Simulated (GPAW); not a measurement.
Set up this calculation in GPAW 26.7.0, as an ASE script.

- Task: band structure
- Functional: PBE
- Potentials or basis: PAW data sets generated in the run's folder for this functional
- Cutoff: 600 eV
- Basis: pw
- k mesh: 8 × 8 × 5
- Occupations: fermi-dirac, width 0.05 eV
- Spin: no spin polarisation
- Maxiter: 150
- Band path: GMKGALHA,LM,KH
- Band points: 80

Crystal: Ru.

```
Ru
1.0
     2.70580    0.00000    0.00000
    -1.35290    2.34329    0.00000
     0.00000    0.00000    4.28190
Ru
2
Direct
  0.66667 0.33333 0.75000
  0.33333 0.66667 0.25000
```

These files were run (other wordings do the same):

run.py

```python
from ase.dft.bandgap import bandgap
from ase.io import write
from ase.spacegroup import crystal
from ase.units import GPa
from gpaw import GPAW, PW, setup_paths

setup_paths.insert(0, '.')

# Ru 2c
atoms = crystal(['Ru'],
                basis=[[0.6666666667, 0.3333333333, 0.75]],
                spacegroup=194, setting=1,  # P6_3/mmc
                cellpar=[2.7058, 2.7058, 4.2819, 90.0, 90.0, 120.0],
                primitive_cell=True)

calc = GPAW(mode=PW(600),
            xc='PBE',
            kpts={'size': (8, 8, 5), 'gamma': True},
            occupations={'name': 'fermi-dirac', 'width': 0.05},
            nbands=29,
            convergence={'density': 1e-05, 'energy': 1e-05},
            maxiter=150,
            txt='gpaw.txt')
atoms.calc = calc
energy = atoms.get_potential_energy()
forces = atoms.get_forces()
stress = atoms.get_stress()
calc.write('gs.gpw')
write('result.traj', atoms)
print(f'Energy: {energy:.6f} eV')
print('Forces (eV/A):')
print(forces.round(4))
print('Stress (GPa):', (stress / GPa).round(3))
print('Fermi level:', round(calc.get_fermi_level(), 4), 'eV')
print(f'Gap: {bandgap(calc)[0]:.4f} eV, direct: {bandgap(calc, direct=True)[0]:.4f} eV')

path = atoms.cell.bandpath('GMKGALHA,LM,KH', npoints=80, eps=1e-4)
bs_calc = calc.fixed_density(kpts=path, symmetry='off', nbands=40,
                             convergence={'bands': 'CBM+6.0', 'eigenstates': 1e-6}, txt='bands.txt')
bs = bs_calc.band_structure()
bs.write('bs.json')
print(f'Gap on the path: {bandgap(bs_calc)[0]:.4f} eV')
```

Potentials or basis: PAW data sets generated in the run's folder for this functional, pw.

The run is started by

```console
$ gpaw-setup -f PBE Ru
$ OMP_NUM_THREADS=1 python run.py
```

Results of the run:

```json
{
 "Pressure": "3.2 GPa",
 "Band gap along the path": "none (metal or under the smearing width)"
}
```

Run time: 29 s on 1 thread of Intel(R) Xeon(R) Platinum 8488C (Sapphire Rapids), on a shared host, peak memory 0.23 GiB.
